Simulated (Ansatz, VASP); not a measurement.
# Pd: VASP beside Ansatz

```
Pd
1.0
     2.19759    1.26878    0.89697
    -2.19759    1.26878    0.89697
     0.00000   -2.53756    0.89697
Pd
1
Direct
  0.50000 0.50000 0.50000
```

Alike in both runs: functional r2SCAN; k mesh 9 × 9 × 9; occupations gaussian, width 0.1 eV; no spin polarisation.

Ansatz relaxed the structure, and its values are those at the end. VASP's run is a single point on that final structure, the one shown.

|  | VASP | Ansatz |
| --- | --- | --- |
| version | VASP 6.6.1 | Ansatz 0.2.0 |
| potentials or method | VASP PAW PBE potentials, release 64 (Pd) | scalar-relativistic, plane waves, PAW |
| plane-wave cutoff (eV) | 520 | 500 |
| valence electrons in the cell | 10 | 18 |

```tsv
	VASP	Ansatz	Ansatz less VASP
gap on the k mesh at the Fermi level (eV)	none	none	-
pressure (GPa)	0.6	0.0	-0.64
```

A gap of «none» marks a metal or a gap that the smearing closes. The two sets of potentials don't hold the same shells in valence.

Caveats: the PAW data sets were made with another functional, which shifts forces and pressure a little (VASP).
